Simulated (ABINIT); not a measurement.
# SiO2 (P6_422) in ABINIT: equation of state

How stiff is SiO2 in PBE, and what volume does it want? The cell is scaled to several volumes.

All numbers are computed with ABINIT 10.8.3 (patched build); they aren't measurements. Logs are shortened: lines on timing, memory, paths and dates and some standing lists are left out, and cuts for length are marked. The log counts tension as positive stress, the text compression.

**1. The crystal as given**

The structure is hexagonal, space group P6_422 (No. 181). Conventional cell: a = 5.061 Å, b = 5.061 Å, c = 5.541 Å, α = 90.00°, β = 90.00°, γ = 120.00°. Around Si (site symmetry 222) lie 4 O at 1.61 Å. O (site symmetry 2) has 2 Si at 1.61 Å as nearest neighbours.

The cell comes from a database or a generator and needn't be the stable form of this composition.

**2. Equation of state, PBE**

run.abi reads:

```
# Datasets: one volume each
ndtset 7
getwfk -1
scalecart1 3*0.9795861087
scalecart2 3*0.9864848297
scalecart3 3*0.9932883884
scalecart4 3*1.0000000000
scalecart5 3*1.0066227096
scalecart6 3*1.0131594038
scalecart7 3*1.0196128224

# Pseudopotentials
pp_dirpath "./"
pseudos "Si.GGA_PBE-JTH.xml, O.GGA_PBE-JTH.xml"

# Structure
acell 3*1.0 Angstrom
rprim
     5.0605222284     0.0000000000     0.0000000000
    -2.5302611142     4.3825408062     0.0000000000
     0.0000000000     0.0000000000     5.5413533100
ntypat 2
znucl 14 8
natom 9
typat 1 1 1 2 2 2 2 2 2
xred
     0.5000000000     0.0000000000     0.0000000000
     0.5000000000     0.5000000000     0.6666666667
     0.0000000000     0.5000000000     0.3333333333
     0.2086053700     0.7913946300     0.1666666667
     0.2086053700     0.4172107400     0.5000000000
     0.4172107400     0.2086053700     0.8333333333
     0.7913946300     0.2086053700     0.1666666667
     0.7913946300     0.5827892600     0.5000000000
     0.5827892600     0.7913946300     0.8333333333

# Plane-wave basis
ecut 625.861884 eV
pawecutdg 45.0
pawxcdev 0
pawovlp 30

# k points
kptopt 1
ngkpt 6 6 5
nshiftk 1
shiftk 0.0 0.0 0.0

# Exchange and correlation
ixc 11

# Bands and occupations
nband 30
occopt 3
tsmear 0.00183747

# SCF cycle
nstep 100
tolvrs 1.0e-9

# Output
iomode 3
prtwf 1
prtden 0
prteig 0
prtebands 0
prtvol 2
```

Potentials or basis: JTH PAW PBE v2.0.

Launch:

```sh
> abinit run.abi > log 2>&1
```

run.abo:

```text
.Version 10.8.3 of ABINIT
 DATASET    1 : space group P6_4 2 2 (#181); Bravais hP (primitive hexag.)
================================================================================
 Values of the parameters that define the memory need for DATASET  1.
     intxc =       0    ionmov =       0      iscf =      17    lmnmax =       8
     lnmax =       4     mgfft =      48  mpssoang =       2    mqgrid =    3098
     natom =       9  nloc_mem =       2    nspden =       1   nspinor =       1
    nsppol =       1      nsym =      12    n1xccc =       1    ntypat =       2
    occopt =       3   xclevel =       2
       mpw =        4150          nfft =       97200          nkpt =          21
 PAW method is used; the additional fine FFT grid is defined by:
   mgfftf=        64    nfftf =    230400
================================================================================
================================================================================
[... 71 lines left out ...]
 DATASET    7 : space group P6_4 2 2 (#181); Bravais hP (primitive hexag.)
================================================================================
 Values of the parameters that define the memory need for DATASET  7.
     intxc =       0    ionmov =       0      iscf =      17    lmnmax =       8
     lnmax =       4     mgfft =      48  mpssoang =       2    mqgrid =    3225
     natom =       9  nloc_mem =       2    nspden =       1   nspinor =       1
    nsppol =       1      nsym =      12    n1xccc =       1    ntypat =       2
    occopt =       3   xclevel =       2
       mpw =        4680          nfft =       97200          nkpt =          21
 PAW method is used; the additional fine FFT grid is defined by:
   mgfftf=        72    nfftf =    259200
================================================================================
================================================================================

--------------------------------------------------------------------------------
------------- Echo of variables that govern the present computation ------------
--------------------------------------------------------------------------------
 -outvars: echo values of preprocessed input variables --------
            acell      1.8897261259E+00  1.8897261259E+00  1.8897261259E+00 Bohr
              amu      2.80855000E+01  1.59994000E+01
             ecut      2.30000000E+01 Hartree
           getwfk          -1
              ixc          11
           jdtset        1    2    3    4    5    6    7
         kptrlatt        6    0    0      0    6    0      0    0    5
          kptrlen1     5.12893660E+01
          kptrlen2     5.16505706E+01
          kptrlen3     5.20067927E+01
          kptrlen4     5.23582006E+01
          kptrlen5     5.27049538E+01
          kptrlen6     5.30472033E+01
          kptrlen7     5.33850927E+01
            natom           9
            nband          30
           ndtset           7
            ngfft          45      45      48
          ngfftdg1         60      60      64
          ngfftdg2         60      60      64
          ngfftdg3         60      60      64
          ngfftdg4         60      60      64
          ngfftdg5         60      60      64
          ngfftdg6         60      60      72
          ngfftdg7         60      60      72
             nkpt          21
            nstep         100
             nsym          12
           ntypat           2
           occopt           3
        pawecutdg      4.50000000E+01 Hartree
          pawovlp      3.0000000000E+01
         pawxcdev           0
           prtden           0
        prtebands           0
           prteig           0
           prtvol           2
            rprim1     4.9572172777E+00  0.0000000000E+00  0.0000000000E+00
                      -2.4786086389E+00  4.2930760946E+00  0.0000000000E+00
                       0.0000000000E+00  0.0000000000E+00  5.4282327259E+00
            rprim2     4.9921284087E+00  0.0000000000E+00  0.0000000000E+00
                      -2.4960642043E+00  4.3233100209E+00  0.0000000000E+00
                       0.0000000000E+00  0.0000000000E+00  5.4664609763E+00
            rprim3     5.0265579687E+00  0.0000000000E+00  0.0000000000E+00
                      -2.5132789844E+00  4.3531268945E+00  0.0000000000E+00
                       0.0000000000E+00  0.0000000000E+00  5.5041618988E+00
            rprim4     5.0605222284E+00  0.0000000000E+00  0.0000000000E+00
                      -2.5302611142E+00  4.3825408062E+00  0.0000000000E+00
                       0.0000000000E+00  0.0000000000E+00  5.5413533100E+00
            rprim5     5.0940365975E+00  0.0000000000E+00  0.0000000000E+00
                      -2.5470182988E+00  4.4115651013E+00  0.0000000000E+00
                       0.0000000000E+00  0.0000000000E+00  5.5780520838E+00
            rprim6     5.1271156838E+00  0.0000000000E+00  0.0000000000E+00
                      -2.5635578419E+00  4.4402124303E+00  0.0000000000E+00
                       0.0000000000E+00  0.0000000000E+00  5.6142742158E+00
            rprim7     5.1597733521E+00  0.0000000000E+00  0.0000000000E+00
                      -2.5798866761E+00  4.4684948007E+00  0.0000000000E+00
                       0.0000000000E+00  0.0000000000E+00  5.6500348883E+00
          spgroup         181
           tolvrs      1.00000000E-09
           tsmear      1.83747000E-03 Hartree
            typat      1  1  1  2  2  2  2  2  2
           useylm           1
           xangst1     2.4786086389E+00  0.0000000000E+00  2.0088496518E-16
                       1.2393043194E+00  2.1465380473E+00  3.6188218172E+00
                      -1.2393043194E+00  2.1465380473E+00  1.8094109086E+00
                      -9.2745542227E-01  3.3975173674E+00  9.0470545431E-01
                       4.0220977618E-16  1.7911174543E+00  2.7141163629E+00
                       1.5511532166E+00  8.9555872714E-01  4.5235272716E+00
                       3.4060640611E+00  8.9555872714E-01  9.0470545431E-01
                       2.4786086389E+00  2.5019586403E+00  2.7141163629E+00
                       9.2745542227E-01  3.3975173674E+00  4.5235272716E+00
           xangst2     2.4960642043E+00  0.0000000000E+00 -1.0114984732E-16
                       1.2480321022E+00  2.1616550104E+00  3.6443073175E+00
                      -1.2480321022E+00  2.1616550104E+00  1.8221536588E+00
                      -9.3398701367E-01  3.4214443343E+00  9.1107682939E-01
                       1.6102927371E-18  1.8037313731E+00  2.7332304882E+00
                       1.5620771907E+00  9.0186568653E-01  4.5553841469E+00
                       3.4300512180E+00  9.0186568653E-01  9.1107682939E-01
                       2.4960642043E+00  2.5195786478E+00  2.7332304882E+00
[... 94 lines left out ...]
                      -1.8127047545E+00  6.6404225341E+00  1.7682401106E+00
                       6.3967809007E-16  3.5007258002E+00  5.3047203318E+00
                       3.0317174746E+00  1.7503629001E+00  8.8412005530E+00
                       6.6571269837E+00  1.7503629001E+00  1.7682401106E+00
                       4.8444222292E+00  4.8900596340E+00  5.3047203318E+00
                       1.8127047545E+00  6.6404225341E+00  8.8412005530E+00
            xcart7     4.8752792536E+00 -3.1249933635E-16  0.0000000000E+00
                       2.4376396268E+00  4.2221156842E+00  7.1180123605E+00
                      -2.4376396268E+00  4.2221156842E+00  3.5590061803E+00
                      -1.8242509560E+00  6.6827193594E+00  1.7795030901E+00
                       9.6392631654E-16  3.5230240179E+00  5.3385092704E+00
                       3.0510282977E+00  1.7615120090E+00  8.8975154506E+00
                       6.6995302096E+00  1.7615120090E+00  1.7795030901E+00
                       4.8752792536E+00  4.9212073504E+00  5.3385092704E+00
                       1.8242509560E+00  6.6827193594E+00  8.8975154506E+00
             xred      5.0000000000E-01  0.0000000000E+00  3.7007434154E-17
                       5.0000000000E-01  5.0000000000E-01  6.6666666667E-01
                       5.9145837857E-18  5.0000000000E-01  3.3333333333E-01
                       2.0860537000E-01  7.9139463000E-01  1.6666666667E-01
                       2.0860537000E-01  4.1721074000E-01  5.0000000000E-01
                       4.1721074000E-01  2.0860537000E-01  8.3333333333E-01
                       7.9139463000E-01  2.0860537000E-01  1.6666666667E-01
                       7.9139463000E-01  5.8278926000E-01  5.0000000000E-01
                       5.8278926000E-01  7.9139463000E-01  8.3333333333E-01
            znucl       14.00000    8.00000

================================================================================

 chkinp: Checking input parameters for consistency, jdtset=   1.

 chkinp: Checking input parameters for consistency, jdtset=   2.
[... 52 lines left out ...]
- pspini: atom type   2  psp file is ./O.GGA_PBE-JTH.xml
 Pseudopotential format is: paw10
 basis_size (lnmax)=  4 (lmn_size=  8), orbitals=   0   0   1   1
 Spheres core radius: rc_sph= 1.41465230
 Shapefunction is SIN type: shapef(r)=[sin(pi*r/rshp)/(pi*r/rshp)]**2
 Radius for shape functions =  1.20231231
 Compensation charge density is not taken into account in XC energy/potential

   2.00391564E+03                                ecore*ucvol(ha*bohr**3)
--------------------------------------------------------------------------------

================================================================================

--- !BeginCycle
iteration_state: {dtset: 1, }
solver: {iscf: 17, nstep: 100, nline: 4, wfoptalg: 10, }
tolerances: {tolvrs: 1.00E-09, }
...
[... 3954 lines left out ...]
-Cartesian components of stress tensor (GPa)         [Pressure= -6.6272E+00 GPa]
- sigma(1 1)=  6.59039256E+00  sigma(3 2)=  0.00000000E+00
- sigma(2 2)=  6.59039256E+00  sigma(3 1)=  0.00000000E+00
- sigma(3 3)=  6.70069894E+00  sigma(2 1)=  0.00000000E+00

== END DATASET(S) ==============================================================
================================================================================

 -outvars: echo values of variables after computation  --------
            acell      1.8897261259E+00  1.8897261259E+00  1.8897261259E+00 Bohr
           etotal1    -1.0930549279E+02
           etotal2    -1.0931334602E+02
           etotal3    -1.0931862120E+02
           etotal4    -1.0932155548E+02
           etotal5    -1.0932238104E+02
           etotal6    -1.0932130026E+02
           etotal7    -1.0931847545E+02
            fcart1    -0.0000000000E+00 -5.7824115868E-19  4.1135289229E-24
                      -0.0000000000E+00 -5.7824115864E-19  6.0466505453E-24
                      -4.3115514462E-29 -5.7824115868E-19  4.1135289229E-24
                      -1.1144938025E-02  6.4345329686E-03 -4.4509139830E-24
                      -0.0000000000E+00 -1.2869065937E-02  4.1135289229E-24
                      -1.1144938025E-02 -6.4345329686E-03  4.1135289229E-24
                       1.1144938025E-02 -6.4345329686E-03 -2.6276910100E-23
                      -0.0000000000E+00  1.2869065937E-02  4.1135289229E-24
                       1.1144938025E-02  6.4345329686E-03  4.1135289229E-24
            fcart2    -3.8549410577E-19 -4.1197788306E-30  1.3174287301E-23
[... 136 lines left out ...]
                      -9.5924204553E-01  3.5139602734E+00  9.3571236930E-01
                       3.3850306735E-16  1.8525043138E+00  2.8071371079E+00
                       1.6043157964E+00  9.2625215691E-01  4.6785618465E+00
                       3.5227998875E+00  9.2625215691E-01  9.3571236930E-01
                       2.5635578419E+00  2.5877081165E+00  2.8071371079E+00
                       9.5924204553E-01  3.5139602734E+00  4.6785618465E+00
           xangst7     2.5798866761E+00 -1.6536752710E-16  0.0000000000E+00
                       1.2899433380E+00  2.2342474003E+00  3.7666899255E+00
                      -1.2899433380E+00  2.2342474003E+00  1.8833449628E+00
                      -9.6535203221E-01  3.5363427895E+00  9.4167248139E-01
                       5.1008783936E-16  1.8643040225E+00  2.8250174442E+00
                       1.6145346439E+00  9.3215201124E-01  4.7083624069E+00
                       3.5452387083E+00  9.3215201124E-01  9.4167248139E-01
                       2.5798866761E+00  2.6041907782E+00  2.8250174442E+00
                       9.6535203221E-01  3.5363427895E+00  4.7083624069E+00
             xred      5.0000000000E-01  0.0000000000E+00  3.7007434154E-17
                       5.0000000000E-01  5.0000000000E-01  6.6666666667E-01
                       5.9145837857E-18  5.0000000000E-01  3.3333333333E-01
                       2.0860537000E-01  7.9139463000E-01  1.6666666667E-01
                       2.0860537000E-01  4.1721074000E-01  5.0000000000E-01
                       4.1721074000E-01  2.0860537000E-01  8.3333333333E-01
                       7.9139463000E-01  2.0860537000E-01  1.6666666667E-01
                       7.9139463000E-01  5.8278926000E-01  5.0000000000E-01
                       5.8278926000E-01  7.9139463000E-01  8.3333333333E-01
 Calculation completed.
```

Wall time 21 min (1 thread of Intel Xeon Platinum 8259CL at 2.50GHz (Skylake/Cascade Lake), shared host); peak memory 0.25 GiB.

Results:

```
Equilibrium volume                        : 13.91 Å³/atom
Bulk modulus at fixed shape and positions : 174 GPa
Pressure derivative of the bulk modulus   : 4.0
```

Energy against volume, from the lowest point:
```tsv
volume (Å³/atom)	energy (meV/atom)
12.836	51.06
13.109	27.32
13.382	11.37
13.655	2.50
13.928	0.00
14.201	3.27
14.474	11.81
```

Caveat: pressures at fixed basis lie under the slope of the energies; the cell was scaled at fixed shape and fractional positions, which overstates the stiffness of a crystal with free parameters, most of all of layers and chains; the atomic spheres overlap.
